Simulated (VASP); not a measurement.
Moving spin-orbit coupling in Nb

The cell as given:

It takes space group Pm-3m (No. 221, cubic). Conventional cell: a = 2.720 Å, b = 2.720 Å, c = 2.720 Å, α = 90.00°, β = 90.00°, γ = 90.00°. Around Nb (site symmetry m-3m) lie 6 Nb at 2.72 Å.

This isn't the form of Nb at room conditions, which is bcc.

Kept alike: task relaxation of cell and atoms; functional LDA; k mesh 7 × 7 × 7; occupations fermi-dirac, width 0.05 eV. Program: VASP, LDA PAW files Nb_sv, 600 eV. The mesh is that of the run's cell of 1 atom.

| spin-orbit coupling | volume (Å³/atom) |
| --- | --- |
| off | 18.905 |
| on | 18.934 |

The relaxations keep at least the cell's symmetry (Pm-3m). For a metal such a mesh leaves the last digits unconverged. Relaxations stop with a little pressure left, so the last digits of a volume or edge aren't settled.

Problem. What does spin-orbit coupling change here?

Solution. The volume runs from 18.905 (off) to 18.934 Å³/atom (on).
